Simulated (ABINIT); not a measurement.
Crystal: NiO.

```
CELL_PARAMETERS angstrom
0.00000 2.08590 2.08590
2.08590 0.00000 2.08590
2.08590 2.08590 0.00000
ATOMIC_POSITIONS crystal
Ni 0.00000 0.00000 0.00000
O 0.50000 0.50000 0.50000
```

- Program: ABINIT 10.8.3 (patched build)
- Task: relaxation of cell and atoms
- Functional: PBE
- Potentials or basis: PseudoDojo NC SR PBE v0.5 stringent
- Cutoff: 1415 eV
- k mesh: 8 × 8 × 8
- Occupations: fermi-dirac, width 0.05 eV
- Spin: collinear spin, ferromagnetic start
- Starting moments: [1.0, 0.0] μB

At the start: pressure 6.5 GPa; volume 9.08 Å³/atom.

Q: How do energy, volume and symmetry change on relaxing?

A: Over 4 steps the energy falls by 6.0 meV/atom and the volume is 9.38 Å³/atom (+3.4 %); space group Fm-3m (No. 225, to 0.05 Å); moment 1.88 μB per cell.

Step by step:
| step | energy change (eV) | largest force (eV/Å) | pressure (GPa) | volume (Å³) |
| --- | --- | --- | --- | --- |
| 1 | 0.0000 | 0.0000 | 6.48 | 18.15 |
| 2 | -0.0101 | 0.0000 | 2.51 | 18.51 |
| 3 | -0.0120 | 0.0000 | 0.13 | 18.75 |
| 4 | -0.0120 | 0.0000 | 0.00 | 18.77 |

Final structure:
```yaml
crystal:
  lattice:
    - [0.00000, 2.10919, 2.10919]
    - [2.10919, 0.00000, 2.10919]
    - [2.10919, 2.10919, 0.00000]
  atoms:
    - { symbol: Ni, position: [0.00000, 0.00000, 0.00000] }
    - { symbol: O, position: [0.50000, 0.50000, 0.50000] }
```

Caveat: small starting moments can end in a higher magnetic state in this program; a cell with one magnetic atom can't hold antiferromagnetic order, which such compounds often take.
